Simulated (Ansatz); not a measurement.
# AlP: pressure against volume

The task here is to estimate one member of a computed series from the others.

The COD entry's cell or inner coordinates are ideal or old and differ from later refinements, so a difference from it is no clean test against experiment.

Program: Ansatz 0.2.0. Level of theory: DFT PBE, scalar-relativistic. These are calculated values, not measurements.

**The structure to begin with**

Symmetry: F-43m, No. 216, cubic system. Conventional cell: a = 5.451 Å, b = 5.451 Å, c = 5.451 Å, α = 90.00°, β = 90.00°, γ = 90.00°. Around Al (site symmetry -43m) lie 4 P at 2.36 Å. P (site symmetry -43m) has 4 Al at 2.36 Å as nearest neighbours.

As a file:

```cif
data_structure
_symmetry_space_group_name_H-M 'F-43m'
_symmetry_Int_Tables_number 216
_cell_length_a 5.4510
_cell_length_b 5.4510
_cell_length_c 5.4510
_cell_angle_alpha 90.000
_cell_angle_beta 90.000
_cell_angle_gamma 90.000
_cell_volume 161.97
loop_
_atom_site_label
_atom_site_type_symbol
_atom_site_symmetry_multiplicity
_atom_site_Wyckoff_symbol
_atom_site_fract_x
_atom_site_fract_y
_atom_site_fract_z
_atom_site_occupancy
Al1 Al 4 a 0.00000 0.00000 0.00000 1
P1 P 4 c 0.25000 0.25000 0.25000 1
```

The file gives the conventional cell by its symmetry; the runs use the cell typed in the input.

Structure: COD 9008831, as refined from experiment and not relaxed.

Atoms are numbered in the order of the input: Al1, P2.

Set-up of the first run:

input.yaml

```yaml
crystal:
  lattice:
    - [0.0, 2.6703352352, 2.6703352352]
    - [2.6703352352, 0.0, 2.6703352352]
    - [2.6703352352, 2.6703352352, 0.0]
  atoms:
    - { symbol: Al, position: [0.0, 0.0, 0.0] }
    - { symbol: P, position: [0.75, 0.75, 0.75] }
kpoints:
  mp_grid: { grid: [13, 13, 13] }
scf:
  occupations: { method: fermi_dirac, width: 0.03 }
hamiltonian:
  xc: pbe
  pseudopotentials: { kind: all_electron, lapw: { basis_error: 0.00025 } }
output:
  forces: true
  stress: true
  eigenvalues: true
```

Steps of the session up to this table: Volume × 0.9405, LAPW; Volume × 0.9405, PAW; Volume × 0.9405, crystal datasets; Volume × 0.97, LAPW; Volume × 0.97, PAW; Volume × 1.03, LAPW; Volume × 1.03, PAW; Volume × 1.06, LAPW; Volume × 1.06, PAW; Volume × 1.06, crystal datasets.

One of the session's tables, all rows but one given; the rest of the session is left out.

| method | volume (Å³/atom) | pressure (GPa) | gap on the k mesh (eV) |
| --- | --- | --- | --- |
| LAPW | 19.041 | 9.15 | 1.48 |
| LAPW | 19.639 | ? | ? |
| LAPW | 20.246 | 2.68 | 1.61 |
| LAPW | 20.853 | 0.08 | 1.66 |
| LAPW | 21.461 | -2.16 | 1.72 |
| PAW | 19.041 | 9.24 | 1.48 |
| PAW | 19.639 | 5.78 | 1.55 |
| PAW | 20.246 | 2.74 | 1.61 |
| PAW | 20.853 | 0.12 | 1.67 |
| PAW | 21.461 | -2.13 | 1.72 |
| crystal datasets | 19.041 | 9.15 | 1.48 |
| crystal datasets | 20.246 | 2.68 | 1.61 |
| crystal datasets | 21.461 | -2.16 | 1.72 |

Estimate the missing values for LAPW, 19.639.

**Answer.** pressure (GPa): 5.70; gap on the k mesh (eV): 1.55. In the column «pressure (GPa)» it lies between PAW, 20.246 (2.74) and PAW, 19.639 (5.78).

Limits of these values: Warnings in the runs' records: crystal datasets made.
